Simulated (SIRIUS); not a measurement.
# CaSe under changes of volume

One of the cells (25.829 Å³/atom); the others are scaled copies at fixed shape and fractional positions:

```
Se Ca
1.0
     0.00000    2.95600    2.95600
     2.95600    0.00000    2.95600
     2.95600    2.95600    0.00000
Se Ca
1 1
Direct
  0.50000 0.50000 0.50000
  0.00000 0.00000 0.00000
```

- Program: SIRIUS 7.12.0
- Functional: LDA
- Potentials or basis: all-electron FP-LAPW
- Cutoff: 167 eV
- Basis: apw+lo standard
- k mesh: 8 × 8 × 8
- Occupations: fermi-dirac, width 0.05 eV
- Spin: no spin polarisation

```csv
volume (Å³/atom),energy over the lowest point (meV/atom),gap on the mesh (eV)
24.280,0.00,1.72
24.796,1.80,1.77
25.313,7.38,1.83
25.829,16.12,1.88
26.346,27.44,1.92
26.863,41.47,1.96
27.379,?,?
```

Task: What does the run at 27.379 Å³/atom give?

Result: Energy over the lowest point 57.75 meV/atom; gap on the mesh 2.00 eV.

Worked out: A Birch-Murnaghan fit of order 3 (a polynomial in V^(-2/3)) to the other rows has its minimum at 24.29 Å³/atom with B0 = V·E''(V) = 60 GPa and B' = 5.3. It gives 57.44 meV/atom at 27.379 Å³/atom, against the run's 57.75. A straight line through the other rows of the gap, of slope 2.4 eV per unit of ln V, extrapolates to 2.01 eV, against the run's 2.00.

Energies are extrapolated to zero smearing.

A mesh can miss the band edges. Spin-orbit coupling on Se is left out.
